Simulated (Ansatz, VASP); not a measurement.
**Two plane-wave programs on BP**

```
CELL_PARAMETERS angstrom
3.19555 0.00000 0.00000
-1.59777 2.76743 0.00000
0.00000 0.00000 23.80000
ATOMIC_POSITIONS crystal
B 0.33333 0.66667 0.29412
P 0.66667 0.33333 0.29412
```

Alike in both runs: functional PBEsol; dispersion D4; k mesh 12 × 12 × 1; occupations gaussian, width 0.03 eV; no spin polarisation.

Ansatz relaxed the structure, and its values are those at the end. VASP's run is a single point on that final structure, the one shown.

|  | VASP | Ansatz |
| --- | --- | --- |
| version | VASP 6.6.1 | Ansatz 0.2.0 |
| potentials or method | VASP PAW PBE potentials, release 64 (B, P) | scalar-relativistic, plane waves, PAW |
| plane-wave cutoff (eV) | 520 | 420 |
| valence electrons in the cell | 8 | 8 |

```csv
,VASP,Ansatz,Ansatz less VASP
gap on the k mesh at the Fermi level (eV),0.87,0.85,-0.013
least direct gap on the mesh (eV),0.87,0.85,-0.013
```

The functional is the same, so the differences come from potentials, cutoffs and numerics. Ansatz warned: «pseudo_functional_mismatch».

 A hybrid or GW would open this gap; PBEsol tends to underestimate it.
